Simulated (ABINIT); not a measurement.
# Zn (Fm-3m) in ABINIT: reference runs, part 2 of 2

ABINIT 10.8.3 (patched build).

### 3 Equation of state, PBEsol

Contents of run.abi:

```
# Datasets: one volume each
ndtset 7
getwfk -1
scalecart1 3*0.9795861087
scalecart2 3*0.9864848297
scalecart3 3*0.9932883884
scalecart4 3*1.0000000000
scalecart5 3*1.0066227096
scalecart6 3*1.0131594038
scalecart7 3*1.0196128224

# Pseudopotentials
pp_dirpath "./"
pseudos "Zn.upf"

# Structure
acell 2.7786128662 2.7786128662 2.7786128662 Angstrom
rprim
     0.0000000000     0.7071067812     0.7071067812
     0.7071067812     0.0000000000     0.7071067812
     0.7071067812     0.7071067812     0.0000000000
ntypat 1
znucl 30
natom 1
typat 1
xred
     0.0000000000     0.0000000000     0.0000000000

# Plane-wave basis
ecut 1142.878222 eV

# k points
kptopt 1
ngkpt 12 12 12
nshiftk 1
shiftk 0.0 0.0 0.0

# Exchange and correlation
ixc -116133

# Bands and occupations
nband 14
occopt 3
tsmear 0.00183747

# SCF cycle
nstep 100
tolvrs 1.0e-10

# Output
iomode 3
prtwf 1
prtden 0
prteig 0
prtebands 0
```

Potentials or basis: PseudoDojo NC SR PBEsol v0.4.1 standard.

On the command line:

```sh
$ abinit run.abi > log 2>&1
```

run.abo:

```text
.Version 10.8.3 of ABINIT
 DATASET    1 : space group Fm -3 m (#225); Bravais cF (face-center cubic)
================================================================================
 Values of the parameters that define the memory need for DATASET  1.
     intxc =       0    ionmov =       0      iscf =       7    lmnmax =       6
     lnmax =       6     mgfft =      30  mpssoang =       3    mqgrid =    3001
     natom =       1  nloc_mem =       1    nspden =       1   nspinor =       1
    nsppol =       1      nsym =      48    n1xccc =    2501    ntypat =       1
    occopt =       3   xclevel =       2
       mpw =        1283          nfft =       27000          nkpt =          72
================================================================================
================================================================================
[... 61 lines left out ...]
 DATASET    7 : space group Fm -3 m (#225); Bravais cF (face-center cubic)
================================================================================
[... 1093 lines left out ...]
            fcart6    -0.0000000000E+00 -0.0000000000E+00 -0.0000000000E+00
            fcart7    -0.0000000000E+00 -0.0000000000E+00 -0.0000000000E+00
            rprim1     0.0000000000E+00  6.9267198023E-01  6.9267198023E-01
                       6.9267198023E-01  0.0000000000E+00  6.9267198023E-01
                       6.9267198023E-01  6.9267198023E-01  0.0000000000E+00
[... 17 lines left out ...]
                       7.2097514092E-01  7.2097514092E-01  0.0000000000E+00
           strten1     3.6680373170E-05  3.6680373170E-05  3.6680373170E-05
                       0.0000000000E+00  0.0000000000E+00  0.0000000000E+00
           strten2     9.1428548368E-05  9.1428548368E-05  9.1428548368E-05
                       0.0000000000E+00  0.0000000000E+00  0.0000000000E+00
           strten3     1.3918396554E-04  1.3918396554E-04  1.3918396554E-04
                       0.0000000000E+00  0.0000000000E+00  0.0000000000E+00
           strten4     1.8081638137E-04  1.8081638137E-04  1.8081638137E-04
                       0.0000000000E+00  0.0000000000E+00  0.0000000000E+00
           strten5     2.1706211634E-04  2.1706211634E-04  2.1706211634E-04
                       0.0000000000E+00  0.0000000000E+00  0.0000000000E+00
           strten6     2.4850389170E-04  2.4850389170E-04  2.4850389170E-04
                       0.0000000000E+00  0.0000000000E+00  0.0000000000E+00
           strten7     2.7557181833E-04  2.7557181833E-04  2.7557181833E-04
                       0.0000000000E+00  0.0000000000E+00  0.0000000000E+00
 Calculation completed.
```

Wall time 2.9 min (1 thread of Arm Neoverse V2, shared host); peak memory 0.11 GiB.

Results:

- Equilibrium volume: 14.08 Å³/atom (rough: see the caveat)
- Bulk modulus: 87 GPa (rough)

Energy against volume, from the lowest point:
```
volume (Å³/atom)  energy (meV/atom)
          14.259               0.00
          14.563               3.60
          14.866              10.05
          15.169              18.98
          15.473              30.08
          15.776              43.06
          16.080              57.67
```

Caveat: pressures at fixed basis lie under the slope of the energies; the minimum lies outside the volumes run.

### 4 Single point, PBEsol (cell strained at random at fixed volume)

Contents of run.abi:

```
# Pseudopotentials
pp_dirpath "./"
pseudos "Zn.upf"

# Structure
acell 5.3072246512 5.2541178987 5.2268382946
rprim
     0.0014196381     0.7137599720     0.7003889541
     0.7037410203    -0.0015526769     0.7104549004
     0.6968424301     0.7171676473     0.0090107330
ntypat 1
znucl 30
natom 1
typat 1
xred
    -0.0277730000     0.0115580000     0.0100190000
chkprim 0
chksymtnons 0
tolsym 1.0e-6

# Plane-wave basis
ecut 42.0

# k points
kptopt 1
ngkpt 12 12 12
nshiftk 1
shiftk 0.0 0.0 0.0

# Exchange and correlation
ixc -116133

# Bands and occupations
nband 14
occopt 3
tsmear 0.00183747

# SCF cycle
nstep 100
tolvrs 1.0e-10

# Output
iomode 3
prtwf 0
prtden 0
prteig 0
prtebands 0
enunit 2
```

Potentials or basis: PseudoDojo NC SR PBEsol v0.4.1 standard.

On the command line:

```sh
$ abinit run.abi > log 2>&1
```

run.abo:

```text
.Version 10.8.3 of ABINIT
 Symmetries : space group P-1 (#  2); Bravais aP (primitive triclinic)
================================================================================
 Values of the parameters that define the memory need of the present run
     intxc =       0    ionmov =       0      iscf =       7    lmnmax =       6
     lnmax =       6     mgfft =      32  mpssoang =       3    mqgrid =    3001
     natom =       1  nloc_mem =       1    nspden =       1   nspinor =       1
    nsppol =       1      nsym =       2    n1xccc =    2501    ntypat =       1
    occopt =       3   xclevel =       2
       mpw =        1348          nfft =       32768          nkpt =         868
================================================================================
================================================================================

--------------------------------------------------------------------------------
------------- Echo of variables that govern the present computation ------------
--------------------------------------------------------------------------------
 -outvars: echo values of preprocessed input variables --------
            acell      5.3072246512E+00  5.2541178987E+00  5.2268382946E+00 Bohr
              amu      6.53900000E+01
          chkprim           0
      chksymtnons           0
             ecut      4.20000000E+01 Hartree
           enunit           2
                       outvar_i_n : Printing only first  50 k-points.
              ixc     -116133
                       outvar_i_n : Printing only first  50 k-points.
         kptrlatt       12    0    0      0   12    0      0    0   12
          kptrlen      6.19855889E+01
            natom           1
            nband          14
[... 152 lines left out ...]
--- !EnergyTerms
iteration_state     : {dtset: 1, }
comment             : Components of total free energy in Hartree
kinetic             :  9.21336174200288E+01
hartree             :  6.92012387517166E+01
xc                  : -2.22313301285974E+01
Ewald energy        : -1.23476943915150E+02
psp_core            :  5.19172638744871E+00
local_psp           : -1.81830540565395E+02
non_local_psp       : -4.79024358335365E+01
internal            : -2.08914667883485E+02
'-kT*entropy'       : -1.29942735696019E-04
total_energy        : -2.08914797826221E+02
total_energy_eV     : -5.68486125615033E+03
band_energy         : -2.43443427105662E+01
...

 Cartesian components of stress tensor (hartree/bohr^3)
  sigma(1 1)=  1.71746764E-04  sigma(3 2)= -1.65376441E-05
  sigma(2 2)=  1.96277137E-04  sigma(3 1)= -2.14109109E-05
  sigma(3 3)=  1.60108270E-04  sigma(2 1)=  2.39570708E-05

-Cartesian components of stress tensor (GPa)         [Pressure= -5.1794E+00 GPa]
- sigma(1 1)=  5.05296425E+00  sigma(3 2)= -4.86554287E-01
- sigma(2 2)=  5.77467274E+00  sigma(3 1)= -6.29930747E-01
- sigma(3 3)=  4.71054792E+00  sigma(2 1)=  7.04841356E-01

== END DATASET(S) ==============================================================
================================================================================

 -outvars: echo values of variables after computation  --------
            acell      5.3072246512E+00  5.2541178987E+00  5.2268382946E+00 Bohr
           etotal     -2.0891479783E+02
            fcart     -0.0000000000E+00 -0.0000000000E+00 -0.0000000000E+00
            rprim      1.4196381000E-03  7.1375997200E-01  7.0038895410E-01
                       7.0374102030E-01 -1.5526769000E-03  7.1045490040E-01
                       6.9684243010E-01  7.1716764730E-01  9.0107330000E-03
           strten      1.7174676400E-04  1.9627713701E-04  1.6010826956E-04
                      -1.6537644089E-05 -2.1410910891E-05  2.3957070761E-05
           xangst      4.1815015237E-02 -3.5848763938E-02 -3.1549483248E-02
             xred     -2.7773000000E-02  1.1558000000E-02  1.0019000000E-02
 Calculation completed.
```

Run time: 5.1 min. Hardware: 1 thread of Arm Neoverse V2, shared host; peak memory 0.31 GiB.

Results:

| Item | Value |
| --- | --- |
| Free energy | -5684.8613 eV |
| Pressure | -5.2 GPa |
| Band gap on the k mesh | none (metal or under the smearing width) |
| Valence electrons inside the program's atomic spheres | Zn 18.10 (radii [1.0584] Å) |

Stress tensor (GPa, compression positive):
```
-5.05 -0.70  0.63
-0.70 -5.77  0.49
 0.63  0.49 -4.71
```

### 5 Overview

| task | cell | gap on the mesh (eV) | pressure (GPa) |
| --- | --- | --- | --- |
| single point | as given | none | -5.3 |
| equation of state | as given | - | - |
| single point | cell strained at random at fixed volume | none | -5.2 |

Alike in all rows: level PBEsol; potentials or basis PseudoDojo NC SR PBEsol v0.4.1 standard; no spin polarisation; k mesh 12 × 12 × 12; cutoff (eV) 1143; smearing fermi-dirac 0.05 eV.

Caveats: pressures at fixed basis lie under the slope of the energies (some runs); the minimum lies outside the volumes run (some runs).

Total energies depend on the potentials used, so only differences within one code and one set of settings carry meaning.
